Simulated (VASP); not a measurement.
K, 5 atoms in the cell. The cell holds a slab with vacuum, 5 atoms: a = 4.786 Å, b = 4.786 Å, c = 30.517 Å, α = 90.00°, β = 90.00°, γ = 120.00°. The slab is cut from a database's or a generator's crystal, which needn't be the stable form of the element.

```yaml
Program: VASP 6.6.1
Task: single point
Functional: PBE
Potentials_or_basis: VASP PAW PBE potentials, release 64 (K_sv_GW)
Cutoff: 600 eV
k_mesh: 5 × 5 × 1
Occupations: fermi-dirac, width 0.05 eV
Spin: no spin polarisation
Dipole_correction: yes
Further_INCAR_settings: ALGO = Fast; EDIFF = 1e-06
```

Potentials or basis: VASP PAW PBE potentials, release 64 (K_sv_GW).

Launch:

```sh
$ cat potpaw_PBE.64/K_sv_GW/POTCAR > POTCAR
$ mpirun -np 1 vasp_std > vasp.out
```

Hardware: 1 thread of Intel(R) Xeon(R) 6975P-C (Granite Rapids), on a shared host.

Q: How long does it take, and how much memory?

A: It took 4.2 min on 1 thread of Intel(R) Xeon(R) 6975P-C (Granite Rapids), on a shared host, peak memory 0.78 GiB. Counts: scf iterations 31, k points 5.
